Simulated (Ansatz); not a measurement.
Runs of Ansatz 0.2.0 on EuS. It takes space group Fm-3m (No. 225, cubic). The conventional cell has a = 5.957 Å, b = 5.957 Å, c = 5.957 Å, α = 90.00°, β = 90.00°, γ = 90.00°. Eu (site symmetry m-3m) has 6 S at 2.98 Å as nearest neighbours. Around S (site symmetry m-3m) lie 6 Eu at 2.98 Å. 

```tsv
task	level	potentials or basis	cell	cutoff (eV)	points for each segment of the path	gap on the mesh (eV)	pressure (GPa)	moment (μB)	relaxed volume (Å³/atom)
relaxation of cell and atoms	PBE+D3(BJ)	Ansatz PAW	relaxed	420	-	-	0.0	(b)	23.94
relaxation of cell and atoms	RPBE+D4	Ansatz PAW	relaxed	420	-	-	0.0	(a)	24.44
band structure	m-r2SCAN	Ansatz PAW	as given	500	14	none	-3.7	6.98	-
band structure	PBE	Ansatz PAW earlier set	as given	720	14	none	-2.4	6.98	-
```

Alike in all rows: spin collinear, ferromagnetic start; k mesh 8 × 8 × 8; smearing fermi-dirac 0.05 eV.

Task: Fill in the values left out.

Result: (a) 6.97; (b) 6.95.

Caveats: spin-orbit coupling is left out, which moves the levels of the heavy elements; a cell with one magnetic atom can't hold antiferromagnetic order, which such compounds often take; without U or exact exchange the open f shell lies at the Fermi level, which spoils levels, moments and volumes; the plane-wave basis is chosen anew once the cell has moved, so the energies of steps on either side of that aren't comparable (some runs); the PAW data sets come from PBE, with cores solved anew for the run's functional, which leaves a small shift of forces and pressure (some runs); the magnetic or orbital state may not be the lowest (some runs).

A k mesh can miss the band edges, and the runs leave out spin-orbit coupling on Eu.

A gap of «none» marks a metal or a gap under the smearing width.
